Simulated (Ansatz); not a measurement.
Base system: AlSb in the zinc blende structure (space group F-43m, No. 216; a = 6.157 Å). Axes: x, y, z lie along the cube axes.

Level of theory: PBEsol, PAW, 420 eV (Ansatz, a program for electronic structure; spin-orbit coupling left out).

Modification: every lattice vector is stretched by 0.54 %, atoms relaxed at fixed cell.

Q: Predict the stress tensor and what it implies for the stiffness.

A: Stress of the strained cell less that of the base (GPa, compression positive):
```
  -0.84    0.00    0.00
   0.00   -0.84    0.00
   0.00    0.00   -0.84
```

Then B = −ΔP/(ΔV/V₀) with ΔV/V₀ = 0.0163 gives secant stiffness values (nonlinear terms included at this strain): B ≈ 51 GPa.

Stability against distortions was not tested.
